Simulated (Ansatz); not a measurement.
Straining ScAl₃

Method: Ansatz 0.2.0, DFT PBEsol, scalar-relativistic, plane waves, PAW. Settings: 420 eV cutoff, 14×14×14 k-mesh, Gaussian smearing of 0.10 eV, no spin polarisation.

Starting point, cell and atoms relaxed:

```yaml
crystal:
  lattice:
    - [4.07130, 0.00000, 0.00000]
    - [0.00000, 4.07130, 0.00000]
    - [0.00000, 0.00000, 4.07130]
  atoms:
    - { symbol: Sc, position: [0.00000, 0.00000, 0.00000] }
    - { symbol: Al, position: [0.50000, 0.00000, 0.50000] }
    - { symbol: Al, position: [0.00000, 0.50000, 0.50000] }
    - { symbol: Al, position: [0.50000, 0.50000, 0.00000] }
```

Deformation: all cell vectors scaled alike, the atoms relaxed, all within the symmetry that the strain leaves. Energies are extrapolated to zero smearing.

| strain (%) | ΔE (meV/atom) | a (Å) | b (Å) | c (Å) |
| --- | --- | --- | --- | --- |
| -6.0 | 189.3 | 3.827 | 3.827 | 3.827 |
| -4.0 | 79.2 | 3.908 | 3.908 | 3.908 |
| -2.0 | 18.7 | 3.990 | 3.990 | 3.990 |
| +0.0 | 0.0 | 4.071 | 4.071 | 4.071 |
| +2.0 | 16.2 | 4.153 | 4.153 | 4.153 |
| +4.0 | 61.2 | 4.234 | 4.234 | 4.234 |
| +6.0 | 129.8 | 4.316 | 4.316 | 4.316 |

(1) What stiffness (1/V) d²E/dε² at zero strain does a cubic fit over all points give?

Results:

(1) A cubic fit gives (1/V) d²E/dε² = 843 GPa at zero strain (nine times the bulk modulus at fixed shape).